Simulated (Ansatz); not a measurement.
CaO in the NiAs structure, relaxed with r2SCAN in Ansatz 0.2.0. The symmetry is P6_3/mmc (No. 194, hexagonal); conventional cell a = 3.320 Å, c = 5.814 Å, 13.87 Å³ an atom. Ca has 6 O at 2.41 Å; O has 6 Ca at 2.41 Å.

The axes x, y and z are those of this cell:
```yaml
crystal:
  lattice:
    - [3.31994, 0.00000, 0.00000]
    - [-1.65997, 2.87515, 0.00000]
    - [0.00000, 0.00000, 5.81431]
  atoms:
    - { symbol: Ca, position: [0.00000, 0.00000, 0.00000] }
    - { symbol: Ca, position: [0.00000, 0.00000, 0.50000] }
    - { symbol: O, position: [0.33333, 0.66667, 0.25000] }
    - { symbol: O, position: [0.66667, 0.33333, 0.75000] }
```

Unstrained: The PBE gap is direct at Γ: 3.849 eV. With r2SCAN the gap is 4.407 eV and direct, at Γ. With HSE06 the gap is 5.563 eV and direct, at Γ. Meshes: PBE 12×12×4, r2SCAN 12×12×4, HSE06 6×6×4. Strains are changes of length per length. After each strain the atoms were relaxed again with r2SCAN in this cell and within any symmetry left, so distortions that break it or need a larger cell weren't tested; points keep the names that they have in the unstrained zone. All values are calculated for a non-magnetic cell, which may be hypothetical.

Problem. Estimate what uniaxial +3.66 % along z, other directions held does to the gap.

Solution. PBE: the gap goes from 3.849 to 3.559 eV (-0.290 eV); with r2SCAN the top three valence levels at Γ, grouped 2+1 from the top over 246 meV, become 2+1 over 397 meV. r2SCAN: the gap goes from 4.407 to 4.121 eV (-0.286 eV). HSE06: the gap goes from 5.563 to 5.183 eV (-0.380 eV). The r2SCAN energy rises by 16.8 meV an atom.

Problem. Apply epitaxial -5.46 % in the xy plane, free normal strain +1.49 %. How far does the gap move, against the unstrained cell?

Solution. PBE: the gap goes from 3.849 to 3.551 eV (-0.298 eV); with r2SCAN the top three valence levels at Γ, grouped 2+1 from the top over 246 meV, become 2+1 over 551 meV. r2SCAN: the gap goes from 4.407 to 4.107 eV (-0.300 eV). HSE06: the gap goes from 5.563 to 5.280 eV (-0.283 eV). The r2SCAN energy rises by 83.0 meV an atom.

The meshes of the hybrids are coarse, so their gaps aren't converged to the digits shown.

The splittings at Γ are without spin-orbit coupling, which regroups them where it is of like size.
